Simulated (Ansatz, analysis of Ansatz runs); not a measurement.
# F centre in LiF: hyperfine coupling, PBEsol

Subject: F centre in LiF. Wanted: its hyperfine coupling, in one set-up (PBEsol, 64-site cell, PBEsol lattice, 420 eV, k: the single point 1/4 1/4 1/4 then 2x2x2 shifted 0.5 0.5 0.5). The model is a cell of 64 host atoms with 1 F taken out. The isotropic coupling follows from the spin density at the nucleus, the nuclear g-factor and the total spin. A local or semilocal functional is the cheapest first rung.

What was measured. 7Li, shell I: 39.06 MHz, by ENDOR (quoted in “F center in LiF: A quantum mechanical ab initio investigation of the hyperfine interaction between the unpaired electron at the vacancy and its first seven neighbors”, 2001, G. Mallia et al., quoting earlier work (1968)). 19F, shell II: 105.9 MHz, by ENDOR (quoted in “F center in LiF: A quantum mechanical ab initio investigation of the hyperfine interaction between the unpaired electron at the vacancy and its first seven neighbors”, 2001, G. Mallia et al., quoting earlier work (1968)). 7Li, shell III: 0.5 MHz, by ENDOR (quoted in “F center in LiF: A quantum mechanical ab initio investigation of the hyperfine interaction between the unpaired electron at the vacancy and its first seven neighbors”, 2001, G. Mallia et al., quoting earlier work (1968)). 19F, shell IV: 0.48 MHz, by ENDOR (quoted in “F center in LiF: A quantum mechanical ab initio investigation of the hyperfine interaction between the unpaired electron at the vacancy and its first seven neighbors”, 2001, G. Mallia et al., quoting earlier work (1968)). The calculation is set beside it at the end.

Method: plane-wave PAW DFT, PBEsol; relaxation of all atoms of a defect supercell, in Ansatz 0.2.0.

### 1. The starting structure

The cell holds 63 atoms: 32 Li and 31 F. Cell: a = 8.016 Å, b = 8.016 Å, c = 8.016 Å, α = 90.0°, β = 90.0°, γ = 90.0°. It derives from LiF (space group Fm-3m). Nearest the centre at fractional (0.250, 0.500, 0.500): Li12 at 2.00 Å, Li27 at 2.00 Å, Li28 at 2.00 Å, Li19 at 2.00 Å, Li25 at 2.00 Å, Li56 at 2.00 Å, F14 at 2.83 Å, F8 at 2.83 Å.

The host's primitive cell comes from a first run (plane-wave PAW DFT, PBEsol; relaxation of the host's cell and atoms): vectors of 2.834, 2.834 and 2.834 Å. That is 8.05 Å³ an atom, 1.5 % under the diffraction cell's volume. The supercell is built on it.

### 2. Relaxation, charge 0

Every later number rests on the structure around the defect, so the atoms are relaxed at the host's lattice first.

Contents of relax/input.yaml:

```yaml
relax:
  f_tol: 0.02
  max_steps: 80
  escape_saddle: false
crystal:
  lattice:
    - [8.01586656, 0.0, 0.0]
    - [0.0, 8.01586656, 0.0]
    - [0.0, 0.0, 8.01586656]
  atoms:
    - { symbol: Li, position: [0.0, 0.0, 0.0] }
    - { symbol: Li, position: [0.0, 0.25, 0.25] }
    - { symbol: Li, position: [0.25, 0.0, 0.25] }
    - { symbol: Li, position: [0.25, 0.25, 0.0] }
    - { symbol: F, position: [0.0, 0.0, 0.25] }
    - { symbol: F, position: [0.0, 0.25, 0.0] }
    - { symbol: F, position: [0.25, 0.0, 0.0] }
    - { symbol: F, position: [0.25, 0.25, 0.25] }
    - { symbol: Li, position: [0.0, 0.0, 0.5] }
    - { symbol: Li, position: [0.0, 0.25, 0.75] }
    - { symbol: Li, position: [0.25, 0.0, 0.75] }
    - { symbol: Li, position: [0.25, 0.25, 0.5] }
    - { symbol: F, position: [0.0, 0.0, 0.75] }
    - { symbol: F, position: [0.0, 0.25, 0.5] }
    - { symbol: F, position: [0.25, 0.0, 0.5] }
    - { symbol: F, position: [0.25, 0.25, 0.75] }
    - { symbol: Li, position: [0.0, 0.5, 0.0] }
    - { symbol: Li, position: [0.0, 0.75, 0.25] }
    - { symbol: Li, position: [0.25, 0.5, 0.25] }
    - { symbol: Li, position: [0.25, 0.75, 0.0] }
    - { symbol: F, position: [0.0, 0.5, 0.25] }
    - { symbol: F, position: [0.0, 0.75, 0.0] }
    - { symbol: F, position: [0.25, 0.5, 0.0] }
    - { symbol: F, position: [0.25, 0.75, 0.25] }
    - { symbol: Li, position: [0.0, 0.5, 0.5] }
    - { symbol: Li, position: [0.0, 0.75, 0.75] }
    - { symbol: Li, position: [0.25, 0.5, 0.75] }
    - { symbol: Li, position: [0.25, 0.75, 0.5] }
    - { symbol: F, position: [0.0, 0.5, 0.75] }
    - { symbol: F, position: [0.0, 0.75, 0.5] }
    - { symbol: F, position: [0.25, 0.75, 0.75] }
    - { symbol: Li, position: [0.5, 0.0, 0.0] }
    - { symbol: Li, position: [0.5, 0.25, 0.25] }
    - { symbol: Li, position: [0.75, 0.0, 0.25] }
    - { symbol: Li, position: [0.75, 0.25, 0.0] }
    - { symbol: F, position: [0.5, 0.0, 0.25] }
    - { symbol: F, position: [0.5, 0.25, 0.0] }
    - { symbol: F, position: [0.75, 0.0, 0.0] }
    - { symbol: F, position: [0.75, 0.25, 0.25] }
    - { symbol: Li, position: [0.5, 0.0, 0.5] }
    - { symbol: Li, position: [0.5, 0.25, 0.75] }
    - { symbol: Li, position: [0.75, 0.0, 0.75] }
    - { symbol: Li, position: [0.75, 0.25, 0.5] }
    - { symbol: F, position: [0.5, 0.0, 0.75] }
    - { symbol: F, position: [0.5, 0.25, 0.5] }
    - { symbol: F, position: [0.75, 0.0, 0.5] }
    - { symbol: F, position: [0.75, 0.25, 0.75] }
    - { symbol: Li, position: [0.5, 0.5, 0.0] }
    - { symbol: Li, position: [0.5, 0.75, 0.25] }
    - { symbol: Li, position: [0.75, 0.5, 0.25] }
    - { symbol: Li, position: [0.75, 0.75, 0.0] }
    - { symbol: F, position: [0.5, 0.5, 0.25] }
    - { symbol: F, position: [0.5, 0.75, 0.0] }
    - { symbol: F, position: [0.75, 0.5, 0.0] }
    - { symbol: F, position: [0.75, 0.75, 0.25] }
    - { symbol: Li, position: [0.5, 0.5, 0.5] }
    - { symbol: Li, position: [0.5, 0.75, 0.75] }
    - { symbol: Li, position: [0.75, 0.5, 0.75] }
    - { symbol: Li, position: [0.75, 0.75, 0.5] }
    - { symbol: F, position: [0.5, 0.5, 0.75] }
    - { symbol: F, position: [0.5, 0.75, 0.5] }
    - { symbol: F, position: [0.75, 0.5, 0.5] }
    - { symbol: F, position: [0.75, 0.75, 0.75] }
basis:
  ecutwfc: 420
  xc_grid: 2
hamiltonian:
  xc: pbesol
kpoints:
  mp_grid: { grid: [1, 1, 1], shift: [0.25, 0.25, 0.25] }
magnetization:
  spin_polarized: true
  initial_magnetization: 1
  spin_locking: { lock_magnetization: hard }
scf:
  occupations: { method: fermi_dirac, width: 0.01 }
  max_iter: 120
output:
  forces: true
checkpoint:
  write: "../relax.run"
  compress: false
  write_wavefunctions: true
  write_every: 100000
```

The run is started by

```sh
> ansatz run input.yaml --threads 2 --pin off --max-ram 3768MiB --backend cpu --events-out ev --progress --plain --runs-dir out
```

Numbers of over 12 decimals in the logs are rounded to 6 here.

The log of the run:

```text
[... repeated set-up lines and file paths are left out, and long positions are rounded to six places ...]
Engine: ansatz 0.2.0, x86_64-unknown-linux-gnu
Pseudopotentials: kind: paw
Pseudopotential: Li, paw, valence charge 3, recommended cutoff 420 eV (normal), Li.paw.azcp
Pseudopotential: F, paw, valence charge 7, recommended cutoff 420 eV (normal), F.paw.azcp
Functional definition: PBEsol
  exchange = pbesol_x
  correlation = pbesol_c
Crystal: 63 atoms, lattice volume = 515.052 Å³
Basis set: ecut = 420 eV, 10059 PW (Γ), exchange–correlation on 108×108×108 points (8 copies of the dense FFT grid, shifted against one another)
Bands: 220, of which v1, the nominal top of the filled ones, is band 157 counted from 1 (156 counted from 0)
Symmetry: 12 space group operations
k-points: 1
Non-local potential: Li, projectors of the file, l = 0: 3, l = 1: 2, l = 2: 1
Non-local potential: F, projectors of the file, l = 0: 2, l = 1: 2, l = 2: 1
PAW form: soft (Blöchl's): semilocal exchange-correlation on the pseudo side does not see the compensation charge
PAW frozen core: F, regenerated for the run's functional, and the local potential with it (the file was generated under x = pbe(κ = 0.804, μ = 0.219515), c = pbe(β = 0.066725))
PAW one-centre angular grid: Li, 110 points (default); XC on 64 Gauss nodes
PAW one-centre angular grid: F, 110 points (default); XC on 64 Gauss nodes
Initial density: superposition of atomic densities (chi_scale 0.1, normalization cell, long waves kept (reshape's long-wave potential 0.36 eV rms))
Starting moments: Σ|m| = 1 μB on 63 of 63 sites
Initial wavefunctions: pseudopotential atomic-orbital guess
Functional: x = pbesol(κ = 0.804, μ = 0.123457), c = pbesol(β = 0.046)
SCF iter   1: F=—  HF=-31405.962858 eV  |F-HF|=—  |Δ(HF+E_count)|=         —  Δρ=3.30e-2 (↑3.14e-2 ↓3.30e-2)  dr2=1.31e1  dr2_m=9.88e-2  M=1.000 μB ∫|m|=1.027 μB  β_m=0.30  ethr=3.10e-3  ⟨swp⟩=6.0  Hψ=1894  notcnv=0  defer=46
preconditioner: auto → Resta (q_TF=auto, 2.511 Å⁻¹)  ε∞=2.8  [insulator: Δε(μ)=4.086 eV  Ē_g=19.124 eV  σ=0.010 eV  W_gap=1.00  n_scr=146 (ndim 8)  ℏωp=25.8 eV  f_vac=0.000  D(μ)=0.00/eV (n_scr^D=0)  ε∞_Penn≈2.8]
spin=Collinear: Resta preconditioning applied to the charge; magnetization (m = ρ↑ − ρ↓) channel mixes plain (no charge-response kernel on spin).
SCF iter   2: F=—  HF=-31404.945478 eV  |F-HF|=—  |Δ(HF+E_count)|=    1.02e0  Δρ=2.14e-2 (↑1.98e-2 ↓2.14e-2)  dr2=5.30e0  dr2_m=5.31e-2  M=1.000 μB ∫|m|=1.023 μB  β_m=0.52  ethr=3.10e-3  ⟨swp⟩=2.0  Hψ=519  notcnv=0  defer=114
SCF iter   3: F=—  HF=-31405.121123 eV  |F-HF|=—  |Δ(HF+E_count)|=   1.76e-1  Δρ=6.85e-3 (↑6.53e-3 ↓6.85e-3)  dr2=6.66e-1  dr2_m=4.05e-3  M=1.000 μB ∫|m|=1.016 μB  β_m=0.62  ethr=1.69e-3  ⟨swp⟩=4.0  Hψ=584  notcnv=0  defer=114
SCF iter   4: F=—  HF=-31405.110647 eV  |F-HF|=—  |Δ(HF+E_count)|=   1.05e-2  Δρ=1.18e-3 (↑1.08e-3 ↓1.18e-3)  dr2=1.23e-2  dr2_m=2.31e-4  M=1.000 μB ∫|m|=1.012 μB  β_m=0.81  ethr=2.13e-4  ⟨swp⟩=3.5  Hψ=740  notcnv=0  defer=110
SCF iter   5: F=—  HF=-31405.141881 eV  |F-HF|=—  |Δ(HF+E_count)|=   3.12e-2  Δρ=2.49e-4 (↑2.39e-4 ↓2.49e-4)  dr2=7.25e-4  dr2_m=5.79e-6  M=1.000 μB ∫|m|=1.010 μB  β_m=0.75  ethr=3.92e-6  ⟨swp⟩=3.5  Hψ=588  notcnv=0  defer=110
SCF iter   6: F=—  HF=-31405.142260 eV  |F-HF|=—  |Δ(HF+E_count)|=   3.80e-4  Δρ=1.14e-4 (↑1.14e-4 ↓1.07e-4)  dr2=1.43e-4  dr2_m=9.26e-7  M=1.000 μB ∫|m|=1.010 μB  β_m=0.68  ethr=2.32e-7  ⟨swp⟩=2.5  Hψ=696  notcnv=0  defer=110
SCF iter   7: F=—  HF=-31405.142227 eV  |F-HF|=—  |Δ(HF+E_count)|=   3.29e-5  Δρ=3.01e-5 (↑3.01e-5 ↓2.77e-5)  dr2=1.22e-5  dr2_m=1.15e-7  M=1.000 μB ∫|m|=1.010 μB  β_m=0.84  ethr=4.58e-8  ⟨swp⟩=2.0  Hψ=518  notcnv=0  defer=110
SCF iter   8: F=-31405.142228 eV  HF=-31405.142228 eV  |F-HF|=5.36e-7  |Δ(HF+E_count)|=   6.18e-7  Δρ=8.07e-6 (↑8.07e-6 ↓7.84e-6)  dr2=9.80e-7  dr2_m=6.42e-9  M=1.000 μB ∫|m|=1.010 μB  ethr=3.19e-9  ⟨swp⟩=3.0  Hψ=928  notcnv=0
SCF 1 converged in 8 iterations: F = -31405.142228 eV  dr2 = 9.80e-7
  greatest PAW one-centre occupation: 1.000 electrons in one spin orbital (limit 2), on the Li atom at site 56 (counted from 0), in its partial waves of l = 0
relax step   1: F+E_penalty+E_count = -31405.14222756 eV  Δ(F+E_penalty+E_count) = +0.000e0 eV  max|allowed force component| = 1.958e-1 eV/Å  Δτ_max = 0.0000 Å  (8 SCF iters, dr2 threshold 1.00e-5 eV, accepted)
[... the SCF cycles and remarks between the steps are left out from here to the last step ...]
relax step   2: F+E_penalty+E_count = -31405.15735135 eV  Δ(F+E_penalty+E_count) = -1.512e-2 eV  max|allowed force component| = 1.074e-1 eV/Å  Δτ_max = 0.0161 Å  (5 SCF iters, dr2 threshold 2.40e-6 eV, accepted)
relax step   3: F+E_penalty+E_count = -31405.16898339 eV  Δ(F+E_penalty+E_count) = -1.163e-2 eV  max|allowed force component| = 1.582e-2 eV/Å  Δτ_max = 0.0267 Å  (6 SCF iters, dr2 threshold 7.22e-7 eV, accepted)
iter 1 solved again at ethr=1.45e-10 eV; its pass at ethr=3.10e-3 eV (dr2=4.52e-7 eV) is discarded
SCF iter   1: F=—  HF=-31405.168984 eV  |F-HF|=—  |Δ(HF+E_count)|=         —  Δρ=6.29e-6 (↑6.29e-6 ↓6.28e-6)  dr2=4.57e-7  dr2_m=8.28e-10  M=1.000 μB ∫|m|=1.010 μB  β_m=0.30  ethr=1.45e-10  ⟨swp⟩=1.0  Hψ=1220  notcnv=0  defer=110
iter 2 did not close the SCF: its close was put off for a magnetic moment that had not settled (scf_convergence_deferred on its scf_iter line)
SCF iter   2: F=-31405.168984 eV  HF=-31405.168984 eV  |F-HF|=3.94e-8  |Δ(HF+E_count)|=   1.11e-7  Δρ=2.27e-6 (↑2.27e-6 ↓2.26e-6)  dr2=7.30e-8  dr2_m=4.86e-10  M=1.000 μB ∫|m|=1.010 μB  β_m=0.38  ethr=3.19e-11  ⟨swp⟩=2.0  Hψ=1084  notcnv=0
SCF iter   3: F=-31405.168984 eV  HF=-31405.168984 eV  |F-HF|=6.22e-10  |Δ(HF+E_count)|=   1.07e-8  Δρ=6.98e-7 (↑6.87e-7 ↓6.98e-7)  dr2=1.22e-8  dr2_m=1.63e-10  M=1.000 μB ∫|m|=1.010 μB  ethr=2.33e-11  ⟨swp⟩=1.0  Hψ=965  notcnv=0
SCF 4 converged in 3 iterations: F = -31405.168984 eV  dr2 = 1.22e-8
relax step   4: F+E_penalty+E_count = -31405.16898364 eV  Δ(F+E_penalty+E_count) = -2.457e-7 eV  max|allowed force component| = 1.583e-2 eV/Å  Δτ_max = 0.0000 Å  (3 SCF iters, accepted)
NSCF: frozen V_eff on 1 k-points
the band table was solved once a step of the walk had ended and its energy, with any forces and stress, was formed, with the checks that follow a solve (1980 applications of the Hamiltonian). They found nothing against the state; [...]
SCF converged after 3 iterations
Magnetization: 1.0000 μB (157.0000 up, 156.0000 down)
Absolute magnetization: 1.0104 μB (∫|ρ↑−ρ↓|, with the PAW one-centre terms)
Spin contamination: 0.0008 ħ² per cell (⟨S²⟩ above its minimum at these occupations)
Per-site moments (μB) at R_I (Å): [(2.2681009958938983e-5, 0.826574), (0.000151526, 0.826293), (0.00030909, 0.823234), [... 60 left out ...]
Free energy (F): -31405.168984 eV
Harris-Foulkes:  -31405.168984 eV  (|F-HF|=6.22e-10)
Internal energy: -31405.168984 eV  (E = F + TS)
E sigma→0 (E₀):  -31405.168984 eV
Fermi energy:    7.728921 (↑ 8.629863, ↓ 4.720052) eV
--- Per-component energies (eV) ---
  E_band       = -3721.022251
  E_kinetic    = 7152.671853
  E_local      = -20385.931732  (includes V_loc(G=0)·N_el)
  E_nonlocal   = 1232.768673
  E_hartree    = 7166.189321
  E_xc         = -2811.350208
  E_vxc        = -3629.952852  (∫ρ·V_xc dr)
  E_paw        = -6637.647841  (= ΣΔE_a)
  E_vpaw       = -2423.021279  (= ΣTr[D̂ρ^β])
  E_aug_tail   = 0.065408  (compensation charges beyond the density's cutoff)
  E_ewald      = -17123.250178
  E_core_change = 1.315722  (= ΣΔE_core)
  E_smearing   = -0.000000  (= −TS)
  E_closure    = 0.000000  (closes the sum)
  Σ components = -31405.168984   (vs F -31405.168984, Δ=0.00e0)
--- Forces (eV/Å), atoms counted from 1 ---
  atom   1  Li    -0.00922505    -0.00003106    -0.00003106
  atom   2  Li     0.00435682     0.00435682     0.00435682
  [... 5 atoms left out ...]
  atom   8  F     -0.00001807    -0.00121098    -0.00121098
  [... 3 atoms left out ...]
  atom  12  Li    -0.00013930     0.00166824    -0.00013930
  [... 1 atom left out ...]
  atom  14  F     -0.00121098    -0.00121098    -0.00001807
  [... 4 atoms left out ...]
  atom  19  Li    -0.00013930    -0.00013930     0.00166824
  [... 4 atoms left out ...]
  atom  24  F     -0.00000000     0.00140091    -0.00140091
  atom  25  Li     0.00166824    -0.00013930    -0.00013930
  [... 1 atom left out ...]
  atom  27  Li     0.00013930     0.00013930    -0.00166824
  atom  28  Li     0.00013930    -0.00166824     0.00013930
  [... 2 atoms left out ...]
  atom  31  F      0.00001807     0.00121098     0.00121098
  [... 24 atoms left out ...]
  atom  56  Li    -0.00166824     0.00013930     0.00013930
  [... 7 atoms left out ...]
  max |Σ_I F_I| component: 7.26e-18 eV/Å
--- Band table (eV) ---
  k-point 0 ↑: bands = ["-39.2941", "-39.2744", "-39.2744", "-39.2679", [... 212 left out ...] "18.1322", "18.8007", "18.8007", "18.9224"]
  k-point 0 ↓: bands = ["-39.2917", "-39.2725", "-39.2725", "-39.2651", [... 212 left out ...] "18.3476", "18.8503", "18.8503", "18.9422"]
--- Relaxed structure (4 steps of the walk, 4 accepted, 0 SCFs on fresh bases) ---
  F+E_penalty+E_count = -31405.16898364 eV   max|allowed force component| = 1.583e-2 eV/Å
  atoms:
    - { symbol: Li, position: [1.887564325865641e-5, 1.7346072089111658e-6, 1.7346072089111436e-6] }
    - { symbol: Li, position: [8.295878224286947e-5, 0.250083, 0.250083] }
    [... 5 atoms left out ...]
    - { symbol: F, position: [0.249974, 0.248983, 0.248983] }
    [... 3 atoms left out ...]
    - { symbol: Li, position: [0.249977, 0.244660, 0.499977] }
    [... 1 atom left out ...]
    - { symbol: F, position: [-0.001017, 0.248983, 0.499974] }
    [... 4 atoms left out ...]
    - { symbol: Li, position: [0.249977, 0.499977, 0.244660] }
    [... 4 atoms left out ...]
    - { symbol: F, position: [0.25, 0.751018, 0.248982] }
    - { symbol: Li, position: [-0.005340, 0.499977, 0.499977] }
    [... 1 atom left out ...]
    - { symbol: Li, position: [0.250023, 0.500023, 0.755340] }
    - { symbol: Li, position: [0.250023, 0.755340, 0.500023] }
    [... 2 atoms left out ...]
    - { symbol: F, position: [0.250026, 0.751017, 0.751017] }
    [... 24 atoms left out ...]
    - { symbol: Li, position: [0.505340, 0.500023, 0.500023] }
    [... 7 atoms left out ...]
```

Wall time 30 s (2 threads of AMD EPYC 7R43, shared host); peak memory 1.5 GiB; 59 s of CPU time.

(Part 1 of 2 ends here.)

[Logs are printed without paths, hosts, clocks, repeated set-up lines and the standing remarks that a program may print on its own settings, such as how far it seeks lower states.]

[Hosts, paths, dates, database ids (printed as entryN), source tags and the programs' standing remarks are cut or masked in the printed files.]

[For some hosts the program warned that the k-mesh of the response run may be too coarse for force constants and the static dielectric constant; such warnings are not shown here.]
